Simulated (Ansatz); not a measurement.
ZrO2: Zr-91 NMR of the central transition

Cell: a measured structure from the Crystallography Open Database (COD), its atoms then relaxed with PBE in this cell.

```cif
data_ZrO2
_symmetry_space_group_name_H-M 'P4_2/nmc:1'
_symmetry_Int_Tables_number 137
_cell_length_a 3.5961
_cell_length_b 3.5961
_cell_length_c 5.1770
_cell_angle_alpha 90.000
_cell_angle_beta 90.000
_cell_angle_gamma 90.000
loop_
_atom_site_label
_atom_site_type_symbol
_atom_site_symmetry_multiplicity
_atom_site_Wyckoff_symbol
_atom_site_fract_x
_atom_site_fract_y
_atom_site_fract_z
Zr Zr 2 a 0.0000 0.0000 0.0000
O O 4 d 0.0000 0.5000 0.2012
```

One atom of each set is listed.

Method: Kohn–Sham DFT in Ansatz, PBE, plane waves and PAW (field gradients read without the response of the frozen cores, which leaves them typically 4 to 6 % off), scalar-relativistic, 420 eV cutoff, Γ-centred 5×5×4 k-points, Fermi–Dirac smearing 0.02 eV.

Zr-91 has I = 5/2 and Q = -176.0 mb (Pyykkö 2018); at 7.05 T its Larmor frequency is ν₀ = 28.0 MHz. Only the quadrupole interaction is simulated: positions count from each site's isotropic chemical shift, and shift anisotropy, dipolar and J coupling are left out.

Problem. Give C_Q, η, the quadrupolar product P_Q = |C_Q|(1 + η²/3)^½, the second-order isotropic shift and the breadth of the pattern (static powder) for each Zr site.

Solution. 

| site | first shell | C_Q (MHz) | η | P_Q (MHz) | δ_QIS (ppm) | breadth (kHz) |
| --- | --- | --- | --- | --- | --- | --- |
| Zr | 8 O at 2.08–2.37 Å | -22.1 | 0.00 | 22.1 | -3737 | 545 |

δ_QIS = −(ν_Q²/30ν₀²)[I(I+1) − 3/4](1 + η²/3) × 10⁶ ppm with ν_Q = 3|C_Q|/[2I(2I−1)]; it falls as 1/B₀² in ppm, and the breadth as 1/B₀ in kHz.

An axis of threefold or higher order runs through Zr, so V_zz lies along it and η is zero.

At this cell the PBE pressure is 6 GPa, so with PBE the cell would grow if it were relaxed. Without spin–orbit coupling (the program notes it for Zr) the gradients are little affected as a rule: paired runs on crystals with a gap mostly move them by under 2 % at such atoms.
